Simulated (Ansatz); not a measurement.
Crystal: LiF (Griceite).

```
CELL_PARAMETERS angstrom
0.00000 2.11005 2.11005
2.11005 0.00000 2.11005
2.11005 2.11005 0.00000
ATOMIC_POSITIONS crystal
F 0.50000 0.50000 0.50000
Li 0.00000 0.00000 0.00000
```

The cell isn't the ideal one: volume scaled by 1.15.

- Program: Ansatz 0.2.0
- Task: relaxation of cell and atoms
- Functional: revPBE0
- Dispersion: D3(BJ)
- Potentials or basis: JTH PAW
- Cutoff: 1500 eV (not typed: the program's choice for these potentials)
- k mesh: 6 × 6 × 6
- Occupations: cold, width 0.001 eV
- Spin: no spin polarisation

At the start: volume 9.39 Å³/atom.

**Question.** Where does the relaxation end?

**Answer.** It ends after 6 steps and the volume is 7.70 Å³/atom (-18.1 %); space group Fm-3m (No. 225, to 0.05 Å).

Step by step:
```csv
step,energy change (eV),largest force (eV/Å),volume (Å³)
1,0.0000,0.0000,18.79
2,-0.0739,0.0000,17.53
3,-0.1328,0.0000,15.09
4,-0.1342,0.0000,15.46
5,-0.1343,0.0000,15.39
6,-0.1337,0.0000,15.39
```

Final structure:
```
F Li
1.0
     0.00000    1.97427    1.97427
     1.97427    0.00000    1.97427
     1.97427    1.97427    0.00000
F Li
1 1
Direct
  0.50000 0.50000 0.50000
  0.00000 0.00000 0.00000
```

Caveat: the k mesh is coarse (spacing up to 0.43 Å⁻¹), so the values aren't converged; the plane-wave basis is chosen anew once the cell has moved, so the energies of steps on either side of that aren't comparable.
